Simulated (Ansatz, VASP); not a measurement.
# Au in VASP and in Ansatz

```
CELL_PARAMETERS angstrom
2.83521 0.00000 0.00000
-1.41760 2.45536 0.00000
0.00000 0.00000 2.64915
ATOMIC_POSITIONS crystal
Au 0.00000 0.00000 0.00000
```

Alike in both runs: task single point; functional PBE; k mesh 9 × 9 × 6; occupations gaussian, width 0.1 eV; no spin polarisation.

```csv
,VASP,Ansatz
version,VASP 6.6.1,Ansatz 0.2.0
potentials or method,"VASP PAW PBE potentials, release 64 (Au)","scalar-relativistic, plane waves, PAW"
plane-wave cutoff (eV),520,420
valence electrons in the cell,11,19
```

Ansatz gave:

| Item | Value |
| --- | --- |
| gap on the k mesh at the Fermi level (eV) | none |
| pressure (GPa) | 7.6 |
| largest component of the traceless stress (GPa) | 10.10 |

Question: Estimate VASP's values.

Answer: gap on the k mesh at the Fermi level (eV): none; pressure (GPa): 7.3; largest component of the traceless stress (GPa): 9.97.

A gap of «none» marks a metal or a gap that the smearing closes. The two sets of potentials don't hold the same shells in valence.

Caveats: the k mesh is coarse (spacing up to 0.40 Å⁻¹), so the values aren't converged. The runs have no spin-orbit coupling, so splittings on Au are missing.
